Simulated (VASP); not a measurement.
Input of a VASP 6.6.1 run:

Contents of INCAR:

```
ALGO = Fast
EDIFF = 1E-7
EDIFFG = -0.002
ENCUT = 600
GGA = PE
IBRION = 2
ISIF = 3
ISMEAR = 0
IVDW = 12
LASPH = T
LCHARG = F
LREAL = F
LWAVE = F
NELM = 100
NSW = 100
PREC = Accurate
SIGMA = 0.02
```

The input KPOINTS:

```
k-points
0
Gamma
  9 9 6
```

The input POSCAR:

```
AlN
1.0
    3.3121157400      0.0000000000      0.0000000000
   -1.6560578700      2.8683763700      0.0000000000
    0.0000000000      0.0000000000      4.1875630000
Al N
2 2
Direct
    0.3333333300      0.6666666700      0.7500000000
    0.6666666700      0.3333333300      0.2500000000
    0.3333333300      0.6666666700      0.2500000000
    0.6666666700      0.3333333300      0.7500000000
```

Potentials or basis: VASP PAW PBE potentials, release 64 (Al, N).

Run with:

```bash
$ cat potpaw_PBE.64/Al/POTCAR potpaw_PBE.64/N/POTCAR > POTCAR
$ mpirun -np 1 vasp_std > vasp.out
```

Problem. Predict the dispersion energy per atom.

Solution. -0.289 eV.

Problem. Predict the band gap on the k mesh.

Solution. 3.46 eV, direct.

Problem. Predict the relaxed cell.

Solution. a = 3.291 Å, b = 3.291 Å, c = 4.140 Å, α = 90.00°, β = 90.00°, γ = 120.00°.

Problem. Predict the relaxed volume.

Solution. 9.71 Å³/atom.

The path:
```
step  energy change (eV)  largest force (eV/Å)  pressure (GPa)  volume (Å³)
   1              0.0000                0.0000           -4.90        39.78
   2             -0.0029                0.0000            4.67        38.06
   3             -0.0144                0.0000           -0.01        38.86
   4             -0.0147                0.0000           -0.01        38.85
   5             -0.0148                0.0000            0.00        38.83
```

Expect the measured gap to be larger: semilocal functionals such as PBE lack the derivative discontinuity.
